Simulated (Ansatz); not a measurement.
## Ti in Ansatz: the effect of target pressure

Ti:

```
Ti
1.0
     4.56737    0.00000    0.00000
    -2.28369    3.95546    0.00000
     0.00000    0.00000    2.82624
Ti
3
Direct
  0.66667 0.33333 0.50000
  0.33333 0.66667 0.50000
  0.00000 0.00000 0.00000
```

This isn't the form of Ti at room conditions, which is hcp.

Alike in all runs:

- Program: Ansatz 0.2.0
- Task: relaxation of cell and atoms
- Functional: PBEsol
- Potentials or basis: Ansatz PAW
- Cutoff: 420 eV (not typed: the program's choice for these potentials)
- k mesh: 7 × 7 × 9
- Occupations: fermi-dirac, width 0.05 eV
- Spin: no spin polarisation

Each run relaxes the cell or the atoms first.

| target pressure | relaxed volume (Å³/atom) |
| --- | --- |
| 0 GPa | ? |
| 2 GPa | 16.20 |
| 5 GPa | 15.84 |
| 10 GPa | 15.30 |
| 20 GPa | 14.43 |
| 30 GPa | 13.72 |

Problem. What does the run with target pressure 0 GPa give?

Solution. Relaxed volume 16.47 Å³/atom.

Worked out: In Murnaghan's law V^(-B') rises as a straight line in P. The other rows fit best with B' = 3.1, V0 = 16.46 Å³/atom and B0 = 123 GPa, which gives 16.46 Å³/atom at 0 GPa, against the run's 16.47.

Caveats: the plane-wave basis is chosen anew once the cell has moved, so the energies of steps on either side of that aren't comparable; the PAW data sets come from PBE, with cores solved anew for the run's functional, which leaves a small shift of forces and pressure; the volume moved by over 15 % at a fixed basis, so the end points are rough (some runs).
